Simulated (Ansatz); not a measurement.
The system is HfO2.

```
Hf O
1.0
     5.08032    0.00000    0.00000
     0.00000    5.16487    0.00000
     0.00000    0.00000    4.89088
Hf O
4 8
Direct
  0.22259 0.78180 0.27207
  0.72259 0.71820 0.72793
  0.77741 0.21820 0.27207
  0.27741 0.28180 0.72793
  0.18682 0.16365 0.10453
  0.68682 0.33635 0.89547
  0.81318 0.83635 0.10453
  0.31318 0.66365 0.89547
  0.00000 0.50000 0.48905
  0.50000 0.00000 0.51095
  0.00000 0.00000 0.57562
  0.50000 0.50000 0.42438
```

The cell comes from a database or a generator and needn't be the stable form of this composition.

- Program: Ansatz 0.2.0
- Task: relaxation of cell and atoms
- Functional: BLYP
- Potentials or basis: Ansatz PAW
- Cutoff: 420 eV (not typed: the program's choice for these potentials)
- k mesh: 5 × 5 × 6
- Occupations: fermi-dirac, width 0.05 eV
- Spin: no spin polarisation

At the start: volume 10.69 Å³/atom.

Q: How do energy, volume and symmetry change on relaxing?

A: It ends after 16 steps and the volume is 11.63 Å³/atom (+8.7 %); space group Pbcm (No. 57, to 0.05 Å).

Step by step:
| step | energy change (eV) | largest force (eV/Å) | volume (Å³) |
| --- | --- | --- | --- |
| 1 | 0.0000 | 0.2512 | 128.33 |
| 2 | -0.2996 | 0.3805 | 139.50 |
| 3 | -0.3670 | 0.1036 | 137.17 |
| 4 | -0.3711 | 0.0361 | 136.97 |
| 5 | -0.3718 | 0.0372 | 137.05 |
| 6 | -0.3783 | 0.0268 | 137.44 |
| 7 | -0.3808 | 0.0721 | 137.67 |
| 8 | -0.3892 | 0.0759 | 138.27 |
| 9 | -0.3933 | 0.0183 | 138.66 |
| 10 | -0.3940 | 0.0051 | 138.66 |
| 11 | -0.3935 | 0.0073 | 138.76 |
| 12 | -0.3939 | 0.0048 | 138.69 |
| 13 | -0.4846 | 0.0112 | 138.69 |
| 14 | -0.4826 | 0.0233 | 139.47 |
| 15 | -0.4822 | 0.0034 | 139.55 |
| 16 | -0.4877 | 0.0031 | 139.55 |

Final structure:
```yaml
crystal:
  lattice:
    - [5.18278, 0.00000, 0.00000]
    - [0.00000, 5.34023, 0.00000]
    - [0.00000, 0.00000, 5.04201]
  atoms:
    - { symbol: Hf, position: [0.24996, 0.78013, 0.27361] }
    - { symbol: Hf, position: [0.74996, 0.71987, 0.72639] }
    - { symbol: Hf, position: [0.75004, 0.21987, 0.27361] }
    - { symbol: Hf, position: [0.25004, 0.28013, 0.72639] }
    - { symbol: O, position: [0.24993, 0.12807, 0.09052] }
    - { symbol: O, position: [0.74993, 0.37193, 0.90948] }
    - { symbol: O, position: [0.75007, 0.87193, 0.09052] }
    - { symbol: O, position: [0.25007, 0.62807, 0.90948] }
    - { symbol: O, position: [0.00000, 0.50000, 0.45073] }
    - { symbol: O, position: [0.50000, 0.00000, 0.54927] }
    - { symbol: O, position: [0.00000, 0.00000, 0.54934] }
    - { symbol: O, position: [0.50000, 0.50000, 0.45066] }
```

Caveat: the plane-wave basis is chosen anew once the cell has moved, so the energies of steps on either side of that aren't comparable; the pressure holds a Pulay correction of +0.9 GPa for the finite cutoff; the PAW data sets come from PBE, with cores solved anew for the run's functional, which leaves a small shift of forces and pressure.
